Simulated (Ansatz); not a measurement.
Si2W:

```xyz
9
Lattice="4.6169 0.0000 0.0000 -2.3084 3.9983 0.0000 0.0000 0.0000 6.6532" Properties=species:S:1:pos:R:3 pbc="T T T"
W     2.3084    0.0000    3.3266
W     1.1542    1.9992    5.5444
W    -1.1542    1.9992    1.1089
Si    1.1332    0.6542    1.1089
Si    3.4837    0.6542    5.5444
Si    0.0000    1.3085    3.3266
Si    1.1753    3.3441    1.1089
Si   -1.1753    3.3441    5.5444
Si    2.3084    2.6899    3.3266
```

Measurements of this composition are mostly on another form, of space group No. 139.

| Property | Result |
| --- | --- |
| Program | Ansatz 0.2.0 |
| Task | relaxation of cell and atoms |
| Functional | r2SCAN |
| Potentials or basis | Ansatz PAW |
| Cutoff | 500 eV (not typed: the program's choice for these potentials) |
| k mesh | 7 × 7 × 4 |
| Occupations | fermi-dirac, width 0.05 eV |
| Spin | no spin polarisation |

At the start: volume 13.65 Å³/atom.

**Question.** Where does the relaxation end?

**Answer.** It ends after 5 steps and the volume is 13.34 Å³/atom (-2.3 %); space group P6_222 (No. 180, to 0.05 Å).

The path:
```csv
step,energy change (eV),largest force (eV/Å),volume (Å³)
1,0.0000,0.0036,122.82
2,-0.0349,0.0665,118.73
3,-0.0461,0.0093,120.10
4,-0.0461,0.0026,120.05
5,-0.0455,0.0026,120.05
```

Final structure:
```
CELL_PARAMETERS angstrom
4.58003 0.00000 0.00000
-2.29002 3.96642 0.00000
0.00000 0.00000 6.60830
ATOMIC_POSITIONS crystal
W 0.50000 0.00000 0.50000
W 0.50000 0.50000 0.83333
W 0.00000 0.50000 0.16667
Si 0.32717 0.16359 0.16667
Si 0.83641 0.16359 0.83333
Si 0.16359 0.32717 0.50000
Si 0.67283 0.83641 0.16667
Si 0.16359 0.83641 0.83333
Si 0.83641 0.67283 0.50000
```

Caveat: the plane-wave basis is chosen anew once the cell has moved, so the energies of steps on either side of that aren't comparable; the PAW data sets come from PBE, with cores solved anew for the run's functional, which leaves a small shift of forces and pressure.
